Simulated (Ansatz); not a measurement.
Runs of Ansatz 0.2.0 on CdS (Greenockite). The structure is hexagonal, space group P6_3mc (No. 186). Conventional cell: a = 4.150 Å, b = 4.150 Å, c = 6.737 Å, α = 90.00°, β = 90.00°, γ = 120.00°. Cd (site symmetry 3m) has 4 S at 2.53 to 2.54 Å as nearest neighbours. Around S (site symmetry 3m) lie 4 Cd at 2.53 to 2.54 Å. 

| screening (1/Å) | share of exact exchange | gap on the mesh (eV) | pressure (GPa) | largest force (eV/Å) |
| --- | --- | --- | --- | --- |
| 0.4 | 0.25 | 1.86 | 1.3 | 0.06 |
| 0.2 | 0.1 | 1.60 | (b) | 0.06 |
| 0.2 | 0.15 | 1.81 | 1.4 | 0.06 |
| 0.2 | 0.2 | 2.03 | (a) | 0.06 |
| 0.2 | 0.05 | (c) | 1.9 | 0.06 |

Alike in all rows: task single point; level HSE06 form with a typed share of exact exchange; potentials or basis Ansatz PAW; no spin polarisation; cell as given; k mesh 4 × 4 × 2; cutoff (eV) 420; smearing fermi-dirac 0.05 eV; the mesh is coarse, so values aren't converged.

Problem. Estimate the missing entries.

Solution. (a) 1.2; (b) 1.6; (c) 1.39.

Caveats: all runs use coarse meshes; the PAW data sets come from PBE, with cores solved anew for the run's functional, which leaves a small shift of forces and pressure; the thresholds are loose for stress.

A k mesh can miss the band edges, and the runs leave out spin-orbit coupling on Cd.
